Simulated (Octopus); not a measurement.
# Pb (Fm-3m) in Octopus: equation of state, part 2 of 2

Octopus 16.4.

## Step 7: Equation of state, PBEsol, 28.50 Å³/atom (volume scaled by 0.94)

The input, inp:

```
CalculationMode = gs
UnitsOutput = eV_Angstrom
PeriodicDimensions = 3
ExperimentalFeatures = yes
PseudopotentialSet = pseudodojo_pbesol
%LatticeParameters
 1*angstrom | 1*angstrom | 1*angstrom
%
%LatticeVectors
 0 | 2.4244952108 | 2.4244952108
 2.4244952108 | 0 | 2.4244952108
 2.4244952108 | 2.4244952108 | 0
%
%ReducedCoordinates
 "Pb" | 0 | 0 | 0
%
%Spacing
 0.14907626*angstrom | 0.14907626*angstrom | 0.14907626*angstrom
%
DerivativesOrder = 8
%KPointsGrid
 9 | 9 | 9
%
KPointsUseSymmetries = yes
XCFunctional = gga_x_pbe_sol + gga_c_pbe_sol
SmearingFunction = fermi_dirac
Smearing = 0.05*eV
ExtraStates = 5
Eigensolver = chebyshev_filter
ConvRelDens = 3e-7
MaximumIter = 120
```

Potentials or basis: pseudodojo_pbesol (PseudoDojo 0.4, PBEsol).

On the command line:

```sh
$ OMP_NUM_THREADS=1 octopus > out.log
```

out.log:

```text
Running octopus

[... 13 lines left out ...]

Input: [AllElectronType = no]
Input: [PseudopotentialSet = pseudodojo_pbesol]
Reading Coordinates from ReducedCoordinates block

****************************** Species *******************************
  Species 'Pb'
    type             : pseudopotential
    file             : 'Pb.upf'
    file format      : UPF2
    valence charge   : 14.0
    atomic number    :  82
    form on file     : kleinman-bylander
    lmax             : 2
    llocal           : -1
    projectors per l : 2
    total projectors : 6
    application form : kleinman-bylander
    orbitals         :  9
    bound orbitals   :  9

**********************************************************************

***************************** Symmetries *****************************
Space group No.  225
International: Fm-3m
Schoenflies: Oh^5
Info: The system has    48 symmorphic symmetries that can be used.
  Index                Rotation matrix                      Fractional translations
    1 :     1   0   0     0   1   0     0   0   1      0.000000    0.000000    0.000000
    2 :    -1   0   0     0  -1   0     0   0  -1      0.000000    0.000000    0.000000
    3 :     1   0  -1     1   0   0     1  -1   0      0.000000    0.000000    0.000000
    4 :    -1   0   1    -1   0   0    -1   1   0      0.000000    0.000000    0.000000
    5 :     0   1  -1     1   0  -1     0   0  -1      0.000000    0.000000    0.000000
    6 :     0  -1   1    -1   0   1     0   0   1      0.000000    0.000000    0.000000
[... 40 lines left out ...]
   47 :     0   1  -1    -1   1   0     0   1   0      0.000000    0.000000    0.000000
   48 :     0  -1   1     1  -1   0     0  -1   0      0.000000    0.000000    0.000000
Info: The system also has     0 nonsymmorphic symmetries (not used for electrons).
**********************************************************************

Input: [CurvMethod = curv_affine]
Input: [DerivativesStencil = stencil_stargeneral]

****************************** Lattice *******************************
  Lattice Vectors [A]
    0.000000    2.424495    2.424495
    2.424495    0.000000    2.424495
    2.424495    2.424495    0.000000
  Cell volume =            28.5032 [A^3]
  Reciprocal-Lattice Vectors [A^-1]
   -1.295772    1.295772    1.295772
    1.295772   -1.295772    1.295772
    1.295772    1.295772   -1.295772
  Cell angles [degree]
    alpha =   60.000
    beta  =   60.000
    gamma =   60.000
**********************************************************************

Checking if the generated full k-point grid is symmetric

    35 k-points generated from parameters :
 ---------------------------------------------------
    n =    9    9    9

    s1  =  0.50  0.50  0.50

   index |      weight  |             coordinates              |
[... 148 lines left out ...]
   7   --    15.872904       2.000000
   8   --    15.872904       2.000000
   9   --    15.876465       2.000000
#k =       2, k = (  0.111111,  0.000000,  0.000000)
   1   --    -8.972268       2.000000
   2   --    -8.971839       2.000000
   3   --    -8.475523       2.000000
   4   --    -8.475384       2.000000
   5   --    -8.444297       2.000000
   6   --    -4.478799       2.000000
   7   --    16.096528       2.000000
   8   --    16.129209       2.000000
   9   --    16.132395       2.000000
[... 33 further k-points ...]
Fermi energy =    19.226616 eV
Generating random wavefunctions for states       10 and above
Orthogonalizing wavefunctions.
Info: Ground-state restart information will be written to 'restart/gs'.
Info: SCF using complex wavefunctions.
Info: Starting SCF iteration.

** Warning:
**   Symmetrization discrepancy ratio (scalar) =  2.53737E-02

*********************** SCF CYCLE ITER #    1 ************************
 etot  = -1.90575322E+03 abs_ev   =  1.17E+02 rel_ev   =  1.40E+00
 ediff =        7.00E+01 abs_dens =  2.71E-01 rel_dens =  1.93E-02
Matrix vector products: 875
Converged eigenvectors: 0

#  State  KPoint  Eigenvalue [eV]  Occupation    Error
      1      34       -9.563967    2.000000   ( 7.3E-04)
      1      35       -9.541565    2.000000   ( 2.0E-03)
      1      29       -9.519058    2.000000   ( 1.0E-03)
      1      26       -9.518285    2.000000   ( 2.4E-03)
      1      33       -9.502897    2.000000   ( 2.4E-03)
      1      30       -9.480766    2.000000   ( 1.2E-03)
      1      21       -9.465188    2.000000   ( 5.8E-04)
      1      14       -9.462511    2.000000   ( 1.2E-03)
[... 23 lines left out ...]
     12      30       25.164849    0.000000   ( 8.4E-02)
     12      14       25.201820    0.000000   ( 1.2E-01)
     12      10       25.828950    0.000000   ( 8.7E-02)
     12      29       27.114990    0.000000   ( 1.4E-01)
     12      33       27.152457    0.000000   ( 1.2E-01)
     12      35       27.988896    0.000000   ( 1.0E-01)
     12      34       28.548887    0.000000   ( 1.3E-01)
     12      26       28.813568    0.000000   ( 1.2E-01)

Density of states:

-%--------------------------------------------------------------------
-%--------------------------------------------------------------------
%%--------------------------------------------------------------------
%%--------------------------------------------------------------------
%%--------------------------------------------------------------------
%%--------------------------------------------------------------------
%%--------------------------------------------------------------------
%%--------------------------------------------------------------------
%%--------------------------------------------------------------------
%%--------------%-%-------%%--%-%%-%%%%---%-%--%%---%%-%-%-%----------
                              ^

Fermi energy =     7.243316 eV

**********************************************************************

*********************** SCF CYCLE ITER #    2 ************************
 etot  = -1.90878975E+03 abs_ev   =  1.92E+00 rel_ev   =  2.24E-02
 ediff =        1.12E-01 abs_dens =  3.65E-02 rel_dens =  2.61E-03
Matrix vector products: 875
Converged eigenvectors: 0
[... 115 lines left out ...]
*********************** SCF CYCLE ITER #   12 ************************
 etot  = -1.91212642E+03 abs_ev   =  6.17E-05 rel_ev   =  7.03E-07
 ediff =        3.25E-06 abs_dens =  6.08E-07 rel_dens =  4.34E-08
Matrix vector products: 875
Converged eigenvectors: 4

#  State  KPoint  Eigenvalue [eV]  Occupation    Error
      1      34       -9.919750    2.000000   ( 6.4E-08)
      1      35       -9.898003    2.000000   ( 8.9E-08)
      1      29       -9.876392    2.000000   ( 6.6E-08)
      1      26       -9.875910    2.000000   ( 6.5E-08)
      1      33       -9.860532    2.000000   ( 1.1E-07)
      1      30       -9.840034    2.000000   ( 5.0E-08)
      1      21       -9.824143    2.000000   ( 1.1E-07)
      1      14       -9.821935    2.000000   ( 6.8E-08)
[... 23 lines left out ...]
     12      14       23.799232    0.000000   ( 5.4E-02)
     12      33       24.125938    0.000000   ( 3.3E-02)
     12      30       24.464516    0.000000   ( 3.4E-02)
     12      10       24.747141    0.000000   ( 1.5E-02)
     12      29       25.556838    0.000000   ( 5.7E-02)
     12      35       26.384478    0.000000   ( 5.6E-02)
     12      26       26.548724    0.000000   ( 5.4E-02)
     12      34       27.061002    0.000000   ( 5.6E-02)

Density of states:

-%--------------------------------------------------------------------
-%--------------------------------------------------------------------
%%--------------------------------------------------------------------
%%--------------------------------------------------------------------
%%--------------------------------------------------------------------
%%--------------------------------------------------------------------
%%--------------------------------------------------------------------
%%--------------------------------------------------------------------
%%--------------------------------------------------------------------
%%---------------%-%------%-%%-%--%%%-%%%-%-%-%-%%%--%%%%-%-----------
                                ^

Fermi energy =     7.164142 eV

**********************************************************************

Info: SCF converged in   12 iterations

** Warning:
**   Some of the states are not fully converged!

Info: Number of matrix-vector products:      10500
Info: Finished writing information to 'restart/gs'.

Octopus emitted 16 warnings.
```

static/info:

```text
**

********************** Brillouin zone sampling ***********************
Dimensions of the k-point grid      =  9  9  9
Total number of k-points            = 729
Number of symmetry-reduced k-points = 35

[... 537 lines left out ...]
      abs_energy =  8.84565244E-05 ( 0.00000000E+00) [eV]
      rel_energy =  4.62608161E-08 ( 0.00000000E+00)
      abs_dens =  6.07600152E-07 ( 0.00000000E+00)
      rel_dens =  4.34000109E-08 ( 3.00000000E-07)
      abs_evsum =  6.16537656E-05 ( 0.00000000E+00) [eV]
      rel_evsum =  7.03120073E-07 ( 0.00000000E+00)

Forces on the ions [eV/A]
 Ion                        x              y              z
   1        Pb   0.00000000E+00   0.00000000E+00   0.00000000E+00
 ----------------------------------------------------------
 Max abs force   0.00000000E+00   0.00000000E+00   0.00000000E+00
   Total force   0.00000000E+00   0.00000000E+00   0.00000000E+00
```

Run time: 94 s. Hardware: 1 thread of Arm Neoverse V2, shared host; peak memory 0.42 GiB.

What came out:

* Free energy: -1912.1297 eV
* Band gap on the k mesh: none (metal or under the smearing width)

## Step 8: Equation of state, PBEsol, 32.14 Å³/atom (volume scaled by 1.06)

inp, as its differences from that of step 7:

```diff
@@ -9,5 +9,5 @@
 %LatticeVectors
- 0 | 2.4244952108 | 2.4244952108
- 2.4244952108 | 0 | 2.4244952108
- 2.4244952108 | 2.4244952108 | 0
+ 0 | 2.5235621278 | 2.5235621278
+ 2.5235621278 | 0 | 2.5235621278
+ 2.5235621278 | 2.5235621278 | 0
 %
@@ -17,3 +17,3 @@
 %Spacing
- 0.14907626*angstrom | 0.14907626*angstrom | 0.14907626*angstrom
+ 0.15516764*angstrom | 0.15516764*angstrom | 0.15516764*angstrom
 %
```

On the command line:

```sh
$ OMP_NUM_THREADS=1 octopus > out.log
```

Wall time 85 s (1 thread of Arm Neoverse V2, shared host); peak memory 0.41 GiB.

Results (log left out):

* Free energy: -1912.1532 eV
* Band gap on the k mesh: none (metal or under the smearing width)

## Step 9: Equation of state, PBEsol

Potentials or basis: pseudodojo_pbesol (PseudoDojo 0.4, PBEsol).

No new run: the results of the series are fitted here.

Results:

- Equilibrium volume: 31.03 Å³/atom (rough: see the caveat)
- Bulk modulus: 21 GPa (rough)

Energy against volume, from the lowest point:
| volume (Å³/atom) | energy (meV/atom) |
| --- | --- |
| 28.503 | 26.04 |
| 29.110 | 13.25 |
| 29.716 | 4.76 |
| 30.323 | 3.07 |
| 30.929 | 0.00 |
| 31.535 | 0.45 |
| 32.142 | 2.55 |

Caveat: the fit is doubtful: noisy points or a state that changes with volume; the number of grid points is fixed, so the spacing changes with the cell, which shifts volumes and moduli. The run has no spin-orbit coupling, so splittings on Pb are missing.
